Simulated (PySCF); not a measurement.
Choosing a molecule for a target property.

All species are isolated and taken at one optimised geometry, non-relativistic unless stated; the electronic structure was computed with PySCF and density fitting.

Dipoles, sizes and rotational constants follow the conformer. The torsions of the flexible species, by atom-mapped SMILES:
- `[CH:1]#[C:2][C@@:3]([CH3:4])([SiH2:5][CH3:6])[C:7](=[O:8])[OH:9]`: C2–C3–Si5–C6 -179°, C2–C3–C7–O8 150°, H–O9–C7–C3 -178°
- `[CH:1]#[C:2][C@@:3]([CH3:4])([CH2:5][SiH3:6])[CH2:7][SiH2:8][CH3:9]`: C2–C3–C5–Si6 63°, C2–C3–C7–Si8 -179°, C3–C7–Si8–C9 -179°
- `[CH2:1]=[CH:2]/[CH:3]=[C:4](\[CH3:5])[SiH2:6][O:7][CH:8]=[O:9]`: C1–C2–C3–C4 180°, C3–C4–Si6–O7 3°, C4–Si6–O7–C8 179°, Si6–O7–C8–O9 1°
- `[O:1]=[S:2](=[O:3])([CH:4]1[CH2:5][CH2:6][CH2:7]1)[C:8]([F:9])([F:10])[F:11]`: O1–S2–C4–C5 72°, O1–S2–C8–F9 69°
- `[CH3:1][C:2]([CH3:3])([CH3:4])[P@:5]([CH3:6])([PH2:7])=[S:8]`: C1–C2–P5–C6 167°, H–P7–P5–C2 171°, H–P7–P5–C2 -97°
- `[CH3:1][C:2]([CH3:3])([CH3:4])[OH:5]`: H–O5–C2–C1 -61°

(1) Wanted: HOMO energy above -8 eV (PBE0/pcSseg-1) and smallest rotational constant above 0.65 GHz (GFN2-xTB), at GFN2-xTB geometries. Which candidate meets both?
A. `C=C/C=C(\C)[SiH2]OC=O`
B. `C#C[C@@](C)([SiH2]C)C(=O)O`
C. `C#C[C@@](C)(C[SiH3])C[SiH2]C`
D. `O=S(=O)(C1CCC1)C(F)(F)F`

(2) Wanted: HOMO–LUMO gap above 8.6 eV (PBE0/pcSseg-1) and dipole moment below 3.3 D (PBE0/pcSseg-1), at GFN2-xTB geometries. Which candidate meets both?
A. `CC(C)(C)[P@](C)(P)=S`
B. `C#C[C@@](C)(C[SiH3])C[SiH2]C`
C. `CC(C)(C)O`
D. `[SiH2]([C@](C(=O)O)(C)C#C)C`
E. `C=C/C=C(\C)[SiH2]OC=O`

Answers

(1) B. Computed values:
```
                     species  HOMO energy  smallest rotational constant
     O=S(=O)(C1CCC1)C(F)(F)F     -8.72 eV                     0.687 GHz
C#C[C@@](C)(C[SiH3])C[SiH2]C     -7.65 eV                     0.609 GHz
  C#C[C@@](C)([SiH2]C)C(=O)O     -7.39 eV                     1.002 GHz
       C=C/C=C(\C)[SiH2]OC=O     -6.84 eV                     0.533 GHz
```

(2) C. Computed values:
```csv
species,HOMO–LUMO gap,dipole moment
C=C/C=C(\C)[SiH2]OC=O,5.48 eV,2.94 D
CC(C)(C)[P@](C)(P)=S,5.90 eV,3.73 D
[SiH2]([C@](C(=O)O)(C)C#C)C,7.28 eV,1.09 D
C#C[C@@](C)(C[SiH3])C[SiH2]C,8.40 eV,0.70 D
CC(C)(C)O,8.79 eV,1.55 D
```
